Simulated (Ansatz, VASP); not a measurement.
Two plane-wave programs on AlRu

```
Al Ru
1.0
     2.96362    0.00000    0.00000
     0.00000    2.96362    0.00000
     0.00000    0.00000    2.96362
Al Ru
1 1
Direct
  0.00000 0.00000 0.00000
  0.50000 0.50000 0.50000
```

Alike in both runs: functional r2SCAN; k mesh 11 × 11 × 11; occupations fermi-dirac, width 0.1 eV; no spin polarisation.

Ansatz relaxed the structure, and its values are those at the end. VASP's run is a single point on that final structure, the one shown.

```csv
,VASP,Ansatz
version,VASP 6.6.1,Ansatz 0.2.0
potentials or method,"VASP PAW PBE potentials, release 64 (Al, Ru_pv)",PAW plane waves
plane-wave cutoff (eV),520,500
valence electrons in the cell,17,19
```

```csv
,VASP,Ansatz,Ansatz less VASP
pressure (GPa),4.8,4.6,-0.15
```

The two sets of potentials don't hold the same shells in valence. Ansatz warned: «stress_scf_threshold_loose».

Caveats: the PAW data sets were made with another functional, which shifts forces and pressure a little (VASP).
